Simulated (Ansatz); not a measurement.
## Tetragonal deformation path in SnSe

Level of theory: DFT PBE+D3(BJ), scalar-relativistic, plane waves, PAW in Ansatz. Cutoff 420 eV, Γ-centred 8×8×4 k-points, Gaussian smearing of 0.05 eV. No spin polarisation. Energies are free energies at this smearing, counted from the undisturbed cell; pressure is positive in compression.

Zero of the scan (as given, not relaxed at this level; it stands at 0.1 GPa; this form isn't the usual structure):

```
Sn Se
1.0
     4.28533    0.00000    0.00000
     0.00000    4.28533    0.00000
     0.00000    0.00000   10.99069
Sn Se
2 2
Direct
  0.50000 0.00000 0.37223
  0.00000 0.50000 0.62777
  0.50000 0.00000 0.61604
  0.00000 0.50000 0.38396
```

At fixed volume and fractional coordinates, lengths along (0.000, 0.000, 1.000) are scaled against those across it; ρ is that ratio over its starting value.

| ρ | ΔE (meV/atom) |
| --- | --- |
| 0.800 | 362.4 |
| 0.850 | 178.4 |
| 0.920 | 44.7 |
| 0.960 | 13.2 |
| 1.000 | 0.0 |
| 1.050 | 6.4 |
| 1.100 | 32.7 |
| 1.200 | 122.9 |

(1) Predict the pressure (GPa) at each point.

Answers

(1)
```csv
ρ,pressure (GPa)
0.800,3.7
0.850,1.8
0.920,1.4
0.960,0.5
1.000,0.1
1.050,0.2
1.100,0.5
1.200,1.8
```